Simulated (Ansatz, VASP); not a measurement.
One calculation of KI, two programs

```
CELL_PARAMETERS angstrom
0.00000 3.55193 3.55193
3.55193 0.00000 3.55193
3.55193 3.55193 0.00000
ATOMIC_POSITIONS crystal
K 0.00000 0.00000 0.00000
I 0.50000 0.50000 0.50000
```

Alike in both runs: task single point; functional PBE; k mesh 6 × 6 × 6; occupations gaussian, width 0.02 eV; no spin polarisation.

|  | VASP | Ansatz |
| --- | --- | --- |
| version | VASP 6.6.1 | Ansatz 0.2.0 |
| potentials or method | VASP PAW PBE potentials, release 64 (K_sv, I) | scalar-relativistic, plane waves, PAW |
| plane-wave cutoff (eV) | 520 | 420 |
| valence electrons in the cell | 16 | 26 |

|  | VASP | Ansatz | Ansatz less VASP |
| --- | --- | --- | --- |
| gap on the k mesh at the Fermi level (eV) | 3.93 | 3.93 | +0.004 |
| least direct gap on the mesh (eV) | 3.93 | 3.93 | +0.004 |
| pressure (GPa) | 0.4 | 0.4 | -0.03 |

The functional is the same, so the differences come from potentials, cutoffs and numerics. The two sets of potentials don't hold the same shells in valence.

Caveats: spin-orbit coupling is left out, which moves the levels of the heavy elements.
